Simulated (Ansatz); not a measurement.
C: pressure against volume

C, P6_3/mmc, a = 2.503 Å, c = 4.169 Å. Ansatz: r2SCAN, PAW, 500 eV, Γ-centred 12×12×6 mesh on 4 atoms, Gaussian smearing 0.02 eV; no spin polarisation. Shape and atoms are relaxed at each volume; pressure is positive in compression.

| V (Å³/atom) | P (GPa) |
| --- | --- |
| 5.316 | 31.24 |
| 5.486 | ? |
| 5.656 | 0.00 |
| 5.825 | -12.62 |
| 5.995 | -23.59 |

Question: Take V0 = 5.656 Å³/atom, fit the third-order Birch–Murnaghan form to the other rows, and predict the missing pressure.

Answer: With the Eulerian strain f = ½[(V0/V)^(2/3) − 1] and y = P/[3f(1 + 2f)^(5/2)], the form is the line y = B0 + 1.5 B0 (B0′ − 4) f. Rows (f, y): 0.02110, 445.1; -0.00972, 454.6; -0.01903, 455.3. Means f = -0.002550, y = 451.67; Σ(Δf)² = 0.0008823, ΣΔfΔy = -0.2362; the slope is their ratio. y = 451.0 − 267.7 f GPa, so B0 = 451.0 GPa and B0′ = 4 + 2 × (-267.7)/(3 × 451.0) = 3.60. At V = 5.486, f = 0.01028, y = 448.25 and P = 14.55 GPa. The run gave 14.53 GPa, so the fit is 0.02 GPa too high, within the rms miss on the fitted rows (0.03 GPa).